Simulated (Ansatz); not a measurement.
# Ag: strain energy, fitted

Ag, Im-3m, a = 3.269 Å. This isn't the element's structure at ambient conditions. Ansatz: r2SCAN, PAW, 500 eV, Γ-centred 16×16×16 mesh on 2 atoms, Gaussian smearing 0.10 eV; no spin polarisation. Series: shear of c along a, cell held, atoms fixed by symmetry; x is the strain in per cent (engineering shear). y is the free energy over the unstrained cell, V0 = 17.459 Å³/atom. Symmetry makes y even in x.

| x (%) | y (meV/atom) |
| --- | --- |
| 0.0 | 0.00 |
| 1.5 | 0.73 |
| 3.0 | 2.88 |
| 4.5 | ? |
| 6.0 | 11.23 |
| 9.0 | 25.02 |

Q: Fit y = c2 x² + c4 x⁴ to the other rows, turn c2 into a modulus, and predict the missing energy.

A: Least squares on the rows shown. y = 0.31548 x² − 8.1951×10⁻⁵ x⁴. In eV per unit strain² c2 is 3.155; this is the shear stiffness (E = ½ C V0 γ²): 2 × 3.155 × 160.2 / (17.459) = 58 GPa. At x = 4.5 the fit asked for gives 6.35 meV/atom. The run gave 6.38 meV/atom, so the fit is 0.03 meV/atom too low, within twice the rms miss on the fitted rows (0.03 meV/atom).